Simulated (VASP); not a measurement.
# Ni (Im-3m) in VASP: settings compared

The runs below take Ni through equation of state, with PBE, PBEsol.

Program: VASP 6.6.1. These are calculated values, not measurements. Logs are shortened: lines on timing, memory, paths and dates and some standing lists are left out, and cuts for length are marked.

**1. The structure**

It takes space group Im-3m (No. 229, cubic). The conventional cell has a = 2.767 Å, b = 2.767 Å, c = 2.767 Å, α = 90.00°, β = 90.00°, γ = 90.00°. Ni (site symmetry m-3m) is surrounded by 8 Ni at 2.40 Å.

This isn't the form of Ni at room conditions, which is fcc.

**2. Equation of state, PBE, collinear spin, ferromagnetic start, 9.96 Å³/atom (volume scaled by 0.94)**

Contents of INCAR:

```
PREC     = Accurate       # precision mode
ENCUT    = 520            # plane-wave cutoff, eV
EDIFF    = 1E-7           # SCF threshold, eV
ISMEAR   = -1             # smearing method
SIGMA    = 0.05           # smearing width, eV
LREAL    = F              # projectors in reciprocal space
LASPH    = T              # aspherical terms in the spheres
NELM     = 120            # most SCF steps
ALGO     = Normal         # electronic algorithm
ISIF     = 2              # what is computed and relaxed
LWAVE    = F              # write WAVECAR
LCHARG   = F              # write CHGCAR
ISPIN    = 2              # spin polarisation
MAGMOM   = 1              # initial moments
LORBIT   = 11             # projections on sites
LMAXMIX  = 4              # l up to which the mixer works
GGA      = PE             # functional
NBANDS   = 15             # bands
```

Contents of KPOINTS:

```
Automatic mesh
0
Gamma
  13 13 13
```

Contents of POSCAR:

```
Ni
1.0
   -1.3554684528      1.3554684528      1.3554684528
    1.3554684528     -1.3554684528      1.3554684528
    1.3554684528      1.3554684528     -1.3554684528
Ni
1
Direct
    0.0000000000      0.0000000000      0.0000000000
```

Potentials or basis: VASP PAW PBE potentials, release 64 (Ni).

Started as:

```bash
$ cat potpaw_PBE.64/Ni/POTCAR > POTCAR
$ mpirun -np 1 vasp_std > vasp.out
```

OUTCAR:

```text
PREC = Accurate
   ENCUT = 520
   EDIFF = 1E-7
   ISMEAR = -1
   LREAL = F
   LASPH = T
   NELM = 120
   ISIF = 2
   ISPIN = 2
   LORBIT = 11
   GGA = PE

 ion  position               nearest neighbor table
   1  0.000  0.000  0.000-

  LATTYP: Found a body centered cubic cell.
 ALAT       =     2.7109369056

  Lattice vectors:

 A1 = (  -1.3554684528,   1.3554684528,   1.3554684528)
 A2 = (   1.3554684528,  -1.3554684528,   1.3554684528)
 A3 = (   1.3554684528,   1.3554684528,  -1.3554684528)

Analysis of symmetry for initial positions (statically):
=====================================================================
 Subroutine PRICEL returns:
 Original cell was already a primitive cell.

 Routine SETGRP: Setting up the symmetry group for a
 body centered cubic supercell.

 Subroutine GETGRP returns: Found 48 space group operations
 (whereof 48 operations were pure point group operations)
 out of a pool of 48 trial point group operations.

The static configuration has the point symmetry O_h .

Analysis of symmetry for dynamics (positions and initial velocities):
=====================================================================
 Subroutine PRICEL returns:
 Original cell was already a primitive cell.

 Routine SETGRP: Setting up the symmetry group for a
 body centered cubic supercell.

 Subroutine GETGRP returns: Found 48 space group operations
 (whereof 48 operations were pure point group operations)
 out of a pool of 48 trial point group operations.

The dynamic configuration has the point symmetry O_h .

Analysis of structural, dynamic, and magnetic symmetry:
=====================================================================
 Subroutine PRICEL returns:
 Original cell was already a primitive cell.

 Routine SETGRP: Setting up the symmetry group for a
 body centered cubic supercell.

 Subroutine GETGRP returns: Found 48 space group operations
 (whereof 48 operations were pure point group operations)
 out of a pool of 48 trial point group operations.

The overall configuration has the point symmetry O_h .

 Subroutine INISYM returns: Found 48 space group operations
 (whereof 48 operations are pure point group operations),
 and found     1 'primitive' translations

----------------------------------------------------------------------------------------

                                     Primitive cell

  volume of cell :       9.9616

  direct lattice vectors                    reciprocal lattice vectors
    -1.355468453  1.355468453  1.355468453     0.000000000  0.368876162  0.368876162
     1.355468453 -1.355468453  1.355468453     0.368876162  0.000000000  0.368876162
     1.355468453  1.355468453 -1.355468453     0.368876162  0.368876162  0.000000000

  length of vectors
     2.347740228  2.347740228  2.347740228     0.521669671  0.521669671  0.521669671

[... 159 lines left out ...]

 spin component 1

 k-point     1 :       0.0000    0.0000    0.0000
  band No.  band energies     occupation
      1       1.0347      1.00000
      2       8.0475      1.00000
      3       8.0475      1.00000
      4       8.0475      1.00000
      5       9.6333      1.00000
      6       9.6333      1.00000
      7      37.9175      0.00000
      8      37.9175      0.00000
      9      37.9175      0.00000
     10      43.4511      0.00000
     11      43.4511      0.00000
     12      45.3466      0.00000
     13      45.3466      0.00000
     14      45.3466      0.00000
[... 691 lines left out ...]
      4       9.4025      1.00000
      5      10.2100      0.99721
      6      10.4692      0.66702
      7      20.8259      0.00000
      8      30.8171      0.00000
      9      31.1373      0.00000
     10      37.9059      0.00000
     11      40.2247      0.00000
     12      43.8362      0.00000
     13      51.8623      0.00000
     14      55.6192      0.00000
     15      58.1428      0.00000

 [... further k-points ...]

 spin component 2

 k-point     1 :       0.0000    0.0000    0.0000
  band No.  band energies     occupation
      1       1.0363      1.00000
      2       8.6539      1.00000
      3       8.6539      1.00000
      4       8.6539      1.00000
      5      10.0588      0.99986
      6      10.0588      0.99986
      7      37.8478      0.00000
      8      37.8478      0.00000
      9      37.8478      0.00000
     10      43.3983      0.00000
     11      43.3983      0.00000
     12      45.5181      0.00000
     13      45.5181      0.00000
     14      45.5181      0.00000
[... 691 lines left out ...]
      4       9.9095      0.99999
      5      10.8174      0.00189
      6      10.8898      0.00045
      7      21.0361      0.00000
      8      30.7934      0.00000
      9      31.2666      0.00000
     10      38.0172      0.00000
     11      40.2931      0.00000
     12      43.8709      0.00000
     13      51.9385      0.00000
     14      56.2603      0.00000
     15      58.6822      0.00000

 [... further k-points ...]

------------------------ aborting loop because EDIFF is reached ----------------------------------------

 total charge

# of ion       s       p       d       tot
------------------------------------------
    1        0.530   0.573   8.381   9.484

 magnetization (x)

# of ion       s       p       d       tot
------------------------------------------
    1       -0.003  -0.013   0.515   0.499

  FORCE on cell =-STRESS in cart. coord.  units (eV):
  Direction    XX          YY          ZZ          XY          YZ          ZX
  --------------------------------------------------------------------------------------
  -------------------------------------------------------------------------------------
  Total        1.4555547      1.4555547      1.4555547     -0.0000000     -0.0000000      0.0000000
  in kB      234.1051090    234.1051090    234.1051090     -0.0000000     -0.0000000      0.0000000
  external PRESSURE =     234.1051090 kB  Pullay stress =       0.0000000 kB

 VOLUME and BASIS-vectors are now :
 -----------------------------------------------------------------------------
  energy-cutoff  :      520.00
  volume of cell :        9.96
      direct lattice vectors                 reciprocal lattice vectors
    -1.355468453  1.355468453  1.355468453     0.000000000  0.368876162  0.368876162
     1.355468453 -1.355468453  1.355468453     0.368876162  0.000000000  0.368876162
     1.355468453  1.355468453 -1.355468453     0.368876162  0.368876162  0.000000000

 POSITION                                       TOTAL-FORCE (eV/Angst)
 -----------------------------------------------------------------------------------
      0.00000      0.00000      0.00000         0.000000      0.000000      0.000000
 -----------------------------------------------------------------------------------
    total drift:                                0.000000      0.000000      0.000000

  FREE ENERGIE OF THE ION-ELECTRON SYSTEM (eV)
  ---------------------------------------------------
  free  energy   TOTEN  =        -5.3128264096 eV

  energy  without entropy=       -5.2977393254  energy(sigma->0) =       -5.30528287

 total charge

# of ion       s       p       d       tot
------------------------------------------
    1        0.530   0.573   8.381   9.484

 magnetization (x)

# of ion       s       p       d       tot
------------------------------------------
    1       -0.003  -0.013   0.515   0.499
```

OSZICAR:

```text
N       E                     dE             d eps       ncg     rms          rms(c)
DAV:   1     0.329216341046E+02    0.32922E+02   -0.42193E+03  5395   0.877E+02
DAV:   2    -0.489254739731E+01   -0.37814E+02   -0.35323E+02  5817   0.167E+02
DAV:   3    -0.624483532959E+01   -0.13523E+01   -0.13382E+01  6265   0.302E+01
DAV:   4    -0.625201321684E+01   -0.71779E-02   -0.71763E-02  6232   0.212E+00
DAV:   5    -0.625207668429E+01   -0.63467E-04   -0.63466E-04  6274   0.177E-01    0.107E+01
DAV:   6    -0.553568776655E+01    0.71639E+00   -0.10203E+01  7042   0.360E+01    0.500E+00
DAV:   7    -0.533425536036E+01    0.20143E+00   -0.14819E+00  6475   0.125E+01    0.232E+00
DAV:   8    -0.531472135585E+01    0.19534E-01   -0.32072E-02  7187   0.132E+00    0.929E-01
DAV:   9    -0.531310753740E+01    0.16138E-02   -0.81921E-04  8220   0.166E-01    0.226E-01
DAV:  10    -0.531282208768E+01    0.28545E-03   -0.13390E-04  7695   0.758E-02    0.333E-02
DAV:  11    -0.531282544877E+01   -0.33611E-05   -0.91676E-06  6541   0.255E-02    0.168E-02
DAV:  12    -0.531282644858E+01   -0.99981E-06   -0.17627E-06  6807   0.917E-03    0.475E-03
DAV:  13    -0.531282632024E+01    0.12834E-06   -0.53326E-08  5272   0.281E-03    0.262E-03
DAV:  14    -0.531282640956E+01   -0.89325E-07   -0.31211E-07  4859   0.511E-03
   1 F= -.53128264E+01 E0= -.53052829E+01  d E =-.150871E-01  mag=     0.4975
```

stdout:

```text
POSCAR found type information on POSCAR Ni
 POSCAR found :  1 types and       1 ions
 scaLAPACK will be used
 LDA part: xc-table for (Slater+PW92), standard interpolation
 POSCAR, INCAR and KPOINTS ok, starting setup
 FFT: planning ... GRIDC
 FFT: planning ... GRID_SOFT
 FFT: planning ... GRID
 WAVECAR not read
 entering main loop
```

It took 36 s on 1 thread of Intel Xeon Platinum 8375C at 2.90GHz (Ice Lake), shared host; peak memory 0.13 GiB.

Results:

| Quantity | Value |
| --- | --- |
| Free energy | -5.3128 eV |
| Pressure | 23.4 GPa |
| Band gap on the k mesh | none (metal or under the smearing width) |
| Net moment | 0.50 μB per cell |
| Site moments | Ni +0.50 μB |
| Valence electrons inside the program's atomic spheres | Ni 9.48 |

**3. Equation of state, PBE, collinear spin, ferromagnetic start, 10.17 Å³/atom (volume scaled by 0.96)**

Contents of INCAR:

```
SYSTEM = Ni
ALGO = Normal
EDIFF = 1E-7
ENCUT = 520
GGA = PE
ISIF = 2
ISMEAR = -1
ISPIN = 2
LASPH = .True.
LCHARG = .False.
LMAXMIX = 4
LORBIT = 11
LREAL = .False.
LWAVE = .False.
MAGMOM = 1
NBANDS = 15
NELM = 150
PREC = Accurate
SIGMA = 0.05
```

Contents of KPOINTS:

```
k-points
0
Gamma
  13 13 13
  0 0 0
```

Contents of POSCAR:

```
Ni
1.0
   -1.3650143198      1.3650143198      1.3650143198
    1.3650143198     -1.3650143198      1.3650143198
    1.3650143198      1.3650143198     -1.3650143198
Ni
1
Direct
    0.0000000000      0.0000000000      0.0000000000
```

Potentials or basis: VASP PAW PBE potentials, release 64 (Ni).

Started as:

```bash
$ cat potpaw_PBE.64/Ni/POTCAR > POTCAR
$ mpirun -np 1 vasp_std > vasp.out
```

It took 38 s on 1 thread of Intel Xeon Platinum 8375C at 2.90GHz (Ice Lake), shared host; peak memory 0.13 GiB.

Results (log left out):

* Free energy: -5.3399 eV
* Pressure: 17.7 GPa
* Band gap on the k mesh: none (metal or under the smearing width)
* Net moment: 0.54 μB per cell
* Site moments: Ni +0.55 μB
* Valence electrons inside the program's atomic spheres: Ni 9.44

**4. Equation of state, PBE, collinear spin, ferromagnetic start, 10.39 Å³/atom (volume scaled by 0.98)**

Contents of INCAR:

```
PREC = Accurate ; ENCUT = 520
EDIFF = 1E-7 ; ISMEAR = -1
SIGMA = 0.05 ; LREAL = F
LASPH = T ; NELM = 150
ALGO = Normal ; ISIF = 2
LWAVE = F ; LCHARG = F
ISPIN = 2 ; MAGMOM = 1
LORBIT = 11 ; LMAXMIX = 4
GGA = PE ; NBANDS = 15
```

Contents of KPOINTS:

```
regular mesh
0
Gamma
  13 13 13
```

Contents of POSCAR:

```
Ni
1.0
   -1.3744285092      1.3744285092      1.3744285092
    1.3744285092     -1.3744285092      1.3744285092
    1.3744285092      1.3744285092     -1.3744285092
Ni
1
Direct
    0.0000000000      0.0000000000      0.0000000000
```

Started as:

```bash
$ cat potpaw_PBE.64/Ni/POTCAR > POTCAR
$ mpirun -np 1 vasp_std > vasp.out
```

Run time: 38 s. Hardware: 1 thread of Intel Xeon Platinum 8375C at 2.90GHz (Ice Lake), shared host; peak memory 0.13 GiB.

It converged, with:

| Item | Value |
| --- | --- |
| Free energy | -5.3597 eV |
| Pressure | 12.4 GPa |
| Band gap on the k mesh | none (metal or under the smearing width) |
| Net moment | 0.56 μB per cell |
| Site moments | Ni +0.57 μB |
| Valence electrons inside the program's atomic spheres | Ni 9.40 |

(Part 1 of 2 ends here.)
